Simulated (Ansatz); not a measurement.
Runs of Ansatz 0.2.0 on NiO. It takes space group Fm-3m (No. 225, cubic). Conventional cell: a = 4.172 Å, b = 4.172 Å, c = 4.172 Å, α = 90.00°, β = 90.00°, γ = 90.00°. Ni (site symmetry m-3m) is surrounded by 6 O at 2.09 Å. O (site symmetry m-3m) is surrounded by 6 Ni at 2.09 Å. 

```csv
cell,target pressure (GPa),gap on the mesh (eV),pressure (GPa),moment (μB)
relaxed to 5 GPa,5,none,5.0,1.21
relaxed to 2 GPa,2,none,2.0,(a)
relaxed to 30 GPa,30,none,30.0,0.38
relaxed to 20 GPa,20,none,20.0,0.38
relaxed to 10 GPa,10,none,10.0,1.11
```

Alike in all rows: task relaxation of cell and atoms; level PBEsol; potentials or basis Ansatz PAW; spin collinear, ferromagnetic start; k mesh 11 × 11 × 11; cutoff (eV) 420; smearing fermi-dirac 0.05 eV.

Estimate the missing entries.

(a) 1.26.

Caveats: the plane-wave basis is chosen anew once the cell has moved, so the energies of steps on either side of that aren't comparable; semilocal functionals often make such compounds metallic where correlation or magnetic order opens a gap, which also shifts bond lengths; the PAW data sets come from PBE, with cores solved anew for the run's functional, which leaves a small shift of forces and pressure; a cell with one magnetic atom can't hold antiferromagnetic order, which such compounds often take (some runs).

A gap of «none» marks a metal or a gap under the smearing width.
